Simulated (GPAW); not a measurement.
## KI in GPAW: convergence with convergence criteria

Crystal: KI.

```
CELL_PARAMETERS angstrom
0.00000 3.53277 3.53277
3.53277 0.00000 3.53277
3.53277 3.53277 0.00000
ATOMIC_POSITIONS crystal
I 0.50000 0.50000 0.50000
K 0.00000 0.00000 0.00000
```

```yaml
Program: GPAW 26.7.0
Task: convergence study
Functional: PBE
Potentials_or_basis: GPAW PAW data sets (gpaw-data 1.2.1)
Cutoff: 600 eV
Basis: pw
k_mesh: 7 × 7 × 7
Occupations: fermi-dirac, width 0.05 eV
Spin: no spin polarisation
```

These are the settings of the first run; the series varies convergence criteria, with any setting tied to it.

Hardware: 1 thread of Arm Neoverse V1, on a shared host.

```csv
convergence criteria,"energy less the tightest run, at zero smearing (meV/atom)",SCF cycles,CPU time (s),peak memory (GiB)
density=0.001 energy=0.01 eigenstates=0.0001,0.00,7,14,0.18
default,0.00,8,18,0.18
density=1e-05 energy=1e-05,0.00,9,19,0.18
density=1e-05 forces=0.0001,0.00,10,21,0.18
density=1e-06 energy=1e-06 eigenstates=1e-10,0.00,11,23,0.18
```

Against the tightest run, the energy stays within 1 meV/atom from density=0.001 energy=0.01 eigenstates=0.0001 on. The tightest run that finished is the yardstick and may itself not be fully converged.
